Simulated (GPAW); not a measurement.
The system is Sb.

```
Sb
1.0
     3.35453    0.00000    0.00000
    -1.67727    2.90511    0.00000
     0.00000    0.00000    5.47016
Sb
2
Direct
  0.66667 0.33333 0.75000
  0.33333 0.66667 0.25000
```

This isn't the form of Sb at room conditions, which is rhombohedral.

```yaml
Program: GPAW 26.7.0
Task: relaxation of cell and atoms
Functional: PBEsol
Dispersion: D3(BJ)
Potentials_or_basis: PAW data sets generated in the run's folder for this functional
Cutoff: 600 eV
Basis: pw
k_mesh: 7 × 7 × 4
Occupations: fermi-dirac, width 0.05 eV
Spin: no spin polarisation
```

At the start: pressure -4.8 GPa; volume 26.65 Å³/atom.

Problem. Where does the relaxation end?

Solution. Over 6 steps the energy falls by 32.4 meV/atom and the volume is 24.75 Å³/atom (-7.1 %); space group P6_3/mmc (No. 194, to 0.05 Å).

The path:
| step | energy change (eV) | largest force (eV/Å) | pressure (GPa) | volume (Å³) |
| --- | --- | --- | --- | --- |
| 1 | 0.0000 | 0.0000 | -4.83 | 53.31 |
| 2 | -0.0253 | 0.0000 | -3.86 | 52.40 |
| 3 | -0.0640 | 0.0000 | 0.51 | 49.18 |
| 4 | -0.0644 | 0.0000 | 0.00 | 49.50 |
| 5 | -0.0645 | 0.0000 | -0.01 | 49.51 |
| 6 | -0.0648 | 0.0000 | 0.00 | 49.50 |

Final structure:
```
Sb
1.0
     3.28718    0.00000    0.00000
    -1.64359    2.84678    0.00000
     0.00000    0.00000    5.29004
Sb
2
Direct
  0.66667 0.33333 0.75000
  0.33333 0.66667 0.25000
```

Caveat: later steps reuse the first step's grids; pairwise dispersion overbinds metals, which lowers pressure and volume.
